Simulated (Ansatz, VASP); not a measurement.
## H2CO: VASP beside Ansatz

```xyz
40
Lattice="7.8730 0.0000 0.0000 0.0000 7.8730 0.0000 0.0000 0.0000 7.8730" Properties=species:S:1:pos:R:3 pbc="T T T"
O     3.5435    3.4501    3.9308
O     0.8572    5.8090    5.5496
O     2.4831    5.5588    1.6423
O     5.1196    7.3765    2.6822
O     0.3830    0.3887    2.1677
O     4.2401    4.8690    6.8748
O     2.8576    1.8429    8.3226
O     6.9092    4.2163    3.4302
O     7.2963    3.0871   -0.1807
O     3.6058    0.6269    5.2657
C     4.0975    3.0356    2.9295
C     0.0508    6.6408    5.2129
C     1.6083    5.3089    0.8314
C     5.0366    6.7424    1.6495
C     1.5426    0.5781    2.4937
C     4.8669    5.0418    5.8446
C     2.2621    1.9367    7.2647
C     7.9697    3.6222    3.4281
C     6.3407    2.4813    0.2712
C     4.7887    0.5091    5.4790
H     4.3417    1.9517    2.7958
H     4.3663    3.7146    2.0881
H    -0.0918    7.5825    5.8050
H    -0.6020    6.5137    4.3144
H     0.5340    5.5319    1.0562
H     1.8302    4.8669   -0.1650
H     4.5582    7.1782    0.7382
H     5.4345    5.7080    1.5490
H     2.3311   -0.1840    2.3272
H     1.8557    1.5180    3.0046
H     4.4675    5.6561    5.0074
H     5.8795    4.5885    5.6885
H     2.5659    2.6700    6.4850
H     1.3844    1.2869    7.0283
H     8.4681    3.3235    2.4769
H     8.4991    3.3371    4.3758
H     5.2971    2.6903   -0.0692
H     6.4714    1.6951    1.0527
H     5.1723    0.2270    6.5033
H     5.5571    0.6737    4.6779
```

Alike in both runs: functional PBE; dispersion D3(BJ); k mesh 1 × 1 × 1; occupations fermi-dirac, width 0.02 eV; no spin polarisation.

Ansatz relaxed the structure, and its values are those at the end. VASP's run is a single point on that final structure, the one shown.

|  | VASP | Ansatz |
| --- | --- | --- |
| version | VASP 6.6.1 | Ansatz 0.2.0 |
| potentials or method | VASP PAW PBE potentials, release 64 (O, C, H) | scalar-relativistic, plane waves, PAW |
| plane-wave cutoff (eV) | 520 | 420 |
| valence electrons in the cell | 120 | 120 |

VASP gave:

| Item | Value |
| --- | --- |
| rms of the force components (eV/Å) | 0.207 |
| dispersion energy (meV/atom) | -46.3 |

Problem. Estimate Ansatz's values.

Solution. rms of the force components (eV/Å): 0.105; dispersion energy (meV/atom): -46.3.

One of these differences is far larger than is usual between the two programs; its cause wasn't traced.

Caveats: the standard files for N, O and F lose accuracy on very short bonds.
